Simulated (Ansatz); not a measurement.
# Does relaxation matter for the field gradients of CaF2 with hydrogen replacing F?

Start: a supercell of CaF2 (fluorite type, Fm-3m) built from a measured structure from the Crystallography Open Database (COD), with all atoms left at the host's positions.

```xyz
24
Lattice="0.0000 5.4620 5.4620 5.4620 0.0000 5.4620 5.4620 5.4620 0.0000" Properties=species:S:1:pos:R:3 pbc="T T T"
Ca    0.0000    0.0000    0.0000
Ca    2.7310    2.7310    0.0000
Ca    2.7310    0.0000    2.7310
Ca    5.4620    2.7310    2.7310
Ca    0.0000    2.7310    2.7310
Ca    2.7310    5.4620    2.7310
Ca    2.7310    2.7310    5.4620
Ca    5.4620    5.4620    5.4620
H     1.3655    1.3655    1.3655
F     4.0965    4.0965    1.3655
F     4.0965    1.3655    4.0965
F     6.8275    4.0965    4.0965
F     1.3655    4.0965    4.0965
F     4.0965    6.8275    4.0965
F     4.0965    4.0965    6.8275
F     6.8275    6.8275    6.8275
F     4.0965    4.0965    4.0965
F     6.8275    6.8275    4.0965
F     6.8275    4.0965    6.8275
F     9.5585    6.8275    6.8275
F     4.0965    6.8275    6.8275
F     6.8275    9.5585    6.8275
F     6.8275    6.8275    9.5585
F     9.5585    9.5585    9.5585
```

Atom numbers follow the list; atoms alike are taken as one site, whose name carries the number of the first.

The numbers come from a DFT calculation in Ansatz (PBE, plane waves and PAW, scalar-relativistic, 420 eV cutoff, Γ-centred 3×3×3 k-points, Fermi–Dirac smearing 0.01 eV).

The largest force at the start is 0.076 eV/Å. Relaxing the ions at fixed cell moves them by 0.010 Å at most (atom 20, F) and 0.005 Å rms.

```csv
site,atom,moved (Å),first shell before,first shell after,V_zz before (10²¹ V/m²),η before
Ca1,1,0.002,"1 H at 2.37 Å, 7 F at 2.37 Å","7 F at 2.36–2.37 Å, 1 H at 2.36 Å",0.34,0.00
H,9,0.000,4 Ca at 2.37 Å,4 Ca at 2.36 Å,0.00,–
F10,10,0.000,4 Ca at 2.37 Å,4 Ca at 2.37 Å,-0.034,0.42
F18,18,0.010,4 Ca at 2.37 Å,4 Ca at 2.36–2.37 Å,0.28,0.49
```

Problem. What are V_zz and η after the relaxation?

Solution. 

| site | atom | V_zz after | η after | change of V_zz |
| --- | --- | --- | --- | --- |
| Ca1 | 1 | 0.35 | 0.00 | +0.01 |
| H | 9 | 0.00 | – | 0.00 |
| F10 | 10 | -0.072 | 0.89 | -0.04 |
| F18 | 18 | 0.29 | 0.57 | +0.01 |

The largest change of V_zz is on F10, from -0.034 to -0.072. Other sites with |V_zz| of 0.02 or less aren't listed.

The defect repeats with the cell of 24 atoms, so it feels its images: sites between two images don't show the values beside a lone defect, and zeros or small values of η there can come from the images' arrangement.
Before: The neighbours have not yet relaxed around the defect (largest force 0.076 eV/Å), so a real crystal will differ.
After: The relaxation keeps the site symmetry -43m of the start, so the impurity can't leave its site; a start off the site could end lower.
